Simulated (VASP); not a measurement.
The system is TaC.

```xyz
2
Lattice="0.0000 2.2339 2.2339 2.2339 0.0000 2.2339 2.2339 2.2339 0.0000" Properties=species:S:1:pos:R:3 pbc="T T T"
Ta    0.0000    0.0000    0.0000
C     2.2339    2.2339    2.2339
```

The cell is a database's computed one.

| Item | Value |
| --- | --- |
| Program | VASP 6.6.1 |
| Task | relaxation of cell and atoms |
| Functional | PBEsol |
| Potentials or basis | VASP PAW PBE potentials, release 64 (Ta_pv, C) |
| Cutoff | 600 eV |
| k mesh | 6 × 6 × 6 |
| Occupations | gaussian, width 0.1 eV |
| Spin | no spin polarisation |

At the start: pressure -5.8 GPa; volume 11.15 Å³/atom.

Question: Where does the relaxation end?

Answer: Over 4 steps the energy falls by 3.5 meV/atom and the volume is 10.95 Å³/atom (-1.7 %); space group Fm-3m (No. 225, to 0.05 Å).

Step by step:
| step | energy change (eV) | largest force (eV/Å) | pressure (GPa) | volume (Å³) |
| --- | --- | --- | --- | --- |
| 1 | 0.0000 | 0.0000 | -5.76 | 22.30 |
| 2 | 0.0341 | 0.0000 | 15.45 | 21.03 |
| 3 | -0.0070 | 0.0000 | -0.08 | 21.92 |
| 4 | -0.0070 | 0.0000 | 0.03 | 21.91 |

Final structure:
```
Ta C
1.0
     0.00000    2.22092    2.22092
     2.22092    0.00000    2.22092
     2.22092    2.22092    0.00000
Ta C
1 1
Direct
  0.00000 0.00000 0.00000
  0.50000 0.50000 0.50000
```

Caveat: the k mesh is coarse (spacing up to 0.41 Å⁻¹), so the values aren't converged; the PAW data sets were made with another functional, which shifts forces and pressure a little.
